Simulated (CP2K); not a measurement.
The system is HfC.

```xyz
2
Lattice="3.2880 0.0000 0.0000 1.6440 2.8475 0.0000 1.6440 0.9492 2.6847" Properties=species:S:1:pos:R:3 pbc="T T T"
Hf    3.2880    1.8984    1.3423
C     0.0000    0.0000    0.0000
```

* Program: CP2K 2026.2
* Task: single point
* Functional: PBEsol
* Potentials or basis: POTENTIAL_UZH Hf GTH-PBE-q12, C GTH-PBE-q4; TZVP-MOLOPT-PBE-GTH basis
* Density cutoff: 6123 eV
* k mesh: 10 × 10 × 10
* Occupations: fermi-dirac, width 0.05 eV
* Spin: no spin polarisation

On this cell: pressure -6.5 GPa; largest force zero by symmetry; band gap on the k mesh none (metal or under the smearing width).

The same run follows on a disturbed copy (atoms moved at random, drawn with an rms of 0.05 Å):

```
Hf C
1.0
     3.28805    0.00000    0.00000
     1.64402    2.84753    0.00000
     1.64402    0.94918    2.68468
Hf C
1 1
Direct
  0.48872 0.50833 0.48842
  0.99015 0.01910 0.99366
```

Problem. What does the disturbed cell give?

Solution. The energy (extrapolated to zero smearing) moves by +4.5 meV/atom; pressure -6.3 GPa; largest force 0.350 eV/Å; band gap on the k mesh none (metal or under the smearing width).

Forces in eV/Å, atoms in the order of the input:
```
Hf   0.216  0.250  0.099
C   -0.221 -0.252 -0.099
```

Stress tensor (GPa, compression positive):
```
-6.40 -0.10 -0.16
-0.10 -6.20  0.09
-0.16  0.09 -6.16
```

Caveats: the potentials were made for another functional, which shifts forces and pressure; the basis of atomic orbitals isn't converged, which shifts pressures, moduli and gaps.
